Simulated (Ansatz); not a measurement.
How settings move the G0W0 gap of MgO (P6_3/mmc)

MgO (P6_3/mmc) from a database structure, relaxed with r2SCAN; one-shot G0W0 in Ansatz without spin-orbit coupling. Calculated for a static, non-magnetic cell.

```cif
data_structure
_symmetry_space_group_name_H-M 'P 1'
_symmetry_Int_Tables_number 1
_cell_length_a 3.4841
_cell_length_b 3.4841
_cell_length_c 4.1853
_cell_angle_alpha 90.000
_cell_angle_beta 90.000
_cell_angle_gamma 120.000
_cell_volume 44.00
loop_
_atom_site_label
_atom_site_type_symbol
_atom_site_fract_x
_atom_site_fract_y
_atom_site_fract_z
_atom_site_occupancy
Mg1 Mg 0.66667 0.33333 0.75000 1
Mg2 Mg 0.33333 0.66667 0.25000 1
O1 O 0.66667 0.33333 0.25000 1
O2 O 0.33333 0.66667 0.75000 1
```

Gaps are read over the mesh points alone. G0W0 here is at a finite number of bands, screening cutoff and k mesh, not at the basis limit.
```json
{"start": "r2SCAN", "potentials": "PAW", "frequency model": "contour deformation", "mesh": "6×6×4", "empty bands": "165", "screening cutoff (eV)": "140", "Kohn-Sham gap (eV)": "4.09", "G0W0 gap (eV)": "5.95", "rough cost": "4 core-minutes"}
{"start": "r2SCAN", "potentials": "PAW", "frequency model": "contour deformation", "mesh": "6×6×4", "empty bands": "304", "screening cutoff (eV)": "210", "Kohn-Sham gap (eV)": "4.09", "G0W0 gap (eV)": "6.11", "rough cost": "13 core-minutes"}
{"start": "HSE06", "potentials": "PAW", "frequency model": "contour deformation", "mesh": "6×6×4", "empty bands": "165", "screening cutoff (eV)": "140", "Kohn-Sham gap (eV)": "5.05", "G0W0 gap (eV)": "6.39", "rough cost": "6 core-minutes"}
{"start": "LDA", "potentials": "PAW", "frequency model": "contour deformation", "mesh": "6×6×4", "empty bands": "165", "screening cutoff (eV)": "140", "Kohn-Sham gap (eV)": "3.33", "G0W0 gap (eV)": "5.60", "rough cost": "3 core-minutes"}
{"start": "PBE", "potentials": "PAW", "frequency model": "contour deformation", "mesh": "6×6×4", "empty bands": "165", "screening cutoff (eV)": "140", "Kohn-Sham gap (eV)": "3.45", "G0W0 gap (eV)": "5.55", "rough cost": "3 core-minutes"}
{"start": "r2SCAN", "potentials": "PAW", "frequency model": "Godby-Needs pole", "mesh": "6×6×4", "empty bands": "165", "screening cutoff (eV)": "140", "Kohn-Sham gap (eV)": "4.09", "G0W0 gap (eV)": "5.91", "rough cost": "4 core-minutes"}
{"start": "r2SCAN", "potentials": "PAW", "frequency model": "contour deformation", "mesh": "6×6×4", "empty bands": "71", "screening cutoff (eV)": "80", "Kohn-Sham gap (eV)": "4.09", "G0W0 gap (eV)": "5.69", "rough cost": "70 core-seconds"}
{"start": "r2SCAN", "potentials": "norm-conserving", "frequency model": "contour deformation", "mesh": "6×6×4", "empty bands": "165", "screening cutoff (eV)": "140", "Kohn-Sham gap (eV)": "4.09", "G0W0 gap (eV)": "5.94", "rough cost": "8 core-minutes"}
```

G0W0 moves the gap on the mesh from 4.09 eV (r2SCAN) to 6.11 eV (direct at Γ). Renormalisation factors Z lie between 0.78 and 0.86.

Raising bands and cutoff together moves the gap by +0.26 eV (80 to 140 eV), then +0.16 eV (140 to 210 eV); the last step is still large, so the basis limit isn't reached. Starting from HSE06 (5.05 eV against r2SCAN's 4.09 eV) gives 6.39 eV, +0.44 eV from G0W0@r2SCAN at the same screening cutoff. Starting from LDA (3.33 eV against r2SCAN's 4.09 eV) gives 5.60 eV, -0.35 eV from G0W0@r2SCAN at the same screening cutoff. Starting from PBE (3.45 eV against r2SCAN's 4.09 eV) gives 5.55 eV, -0.40 eV from G0W0@r2SCAN at the same screening cutoff. The Godby-Needs plasmon pole differs from contour deformation by -0.04 eV. Norm-conserving potentials (wave cutoff 1290 eV against 500 eV) shift the quasiparticle gap by -0.01 eV and the r2SCAN gap by 0.00 eV. r2SCAN runs take a wave cutoff of 500 eV.
